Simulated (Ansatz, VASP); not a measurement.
One calculation of W2C, two programs

File INCAR:

```
PREC     = Accurate       # precision mode
ENCUT    = 520            # plane-wave cutoff, eV
EDIFF    = 1E-7           # SCF threshold, eV
ISMEAR   = -1             # smearing method
SIGMA    = 0.05           # smearing width, eV
LREAL    = F              # projectors in reciprocal space
LASPH    = T              # aspherical terms in the spheres
NELM     = 80             # most SCF steps
ALGO     = Normal         # electronic algorithm
ISIF     = 2              # what is computed and relaxed
LWAVE    = F              # write WAVECAR
LCHARG   = F              # write CHGCAR
GGA      = PE             # functional
NBANDS   = 23             # bands
```

File KPOINTS:

```
Automatic mesh
0
Gamma
  10 10 6
```

POSCAR

```
W2C
1.0
    3.1104456123      0.0000000000      0.0000000000
   -1.5552228062      2.6937249173      0.0000000000
    0.0000000000      0.0000000000      4.7399933233
W C
2 1
Direct
    0.6666666667      0.3333333333      0.2536690000
    0.3333333333      0.6666666667      0.7463310000
    0.0000000000      0.0000000000      0.0000000000
```

input.yaml

```yaml
crystal:
  lattice:
    - [3.1104456123, 0.0, 0.0]
    - [-1.5552228062, 2.6937249173, 0.0]
    - [0.0, 0.0, 4.7399933233]
  atoms:
    - { symbol: W, position: [0.6666666667, 0.3333333333, 0.253669] }
    - { symbol: W, position: [0.3333333333, 0.6666666667, 0.746331] }
    - { symbol: C, position: [0.0, 0.0, 0.0] }
hamiltonian:
  xc: pbe
  pseudopotentials: { kind: paw }
kpoints:
  mp_grid: { grid: [10, 10, 6] }
scf:
  occupations: { method: fermi_dirac, width: 0.05 }
output:
  forces: true
  stress: true
  eigenvalues: true
  write_density: true
  write_potential: true
  elf: true
  volumetric_format: npy
```

Change from the starting cell: volume scaled by 1.04.

Alike in both runs: task single point; functional PBE; k mesh 10 × 10 × 6; occupations fermi-dirac, width 0.05 eV; no spin polarisation.

```csv
,VASP,Ansatz
version,VASP 6.6.1,Ansatz 0.2.0
potentials or method,"VASP PAW PBE potentials, release 64 (W_sv, C)",Ansatz PAW
plane-wave cutoff (eV),520,420
valence electrons in the cell,32,32
```

Ansatz gave:

* gap on the k mesh at the Fermi level (eV): none
* pressure (GPa): -13.6
* largest component of the traceless stress (GPa): 0.24
* rms of the force components (eV/Å): 0.149

Question: What did VASP give for the same quantities?

Answer: gap on the k mesh at the Fermi level (eV): none; pressure (GPa): -13.0; largest component of the traceless stress (GPa): 0.22; rms of the force components (eV/Å): 0.127.

Atom by atom the forces differ by 0.022 eV/Å (rms over components). A gap of «none» marks a metal or a gap that the smearing closes.

The runs have no spin-orbit coupling, so splittings on W are missing.
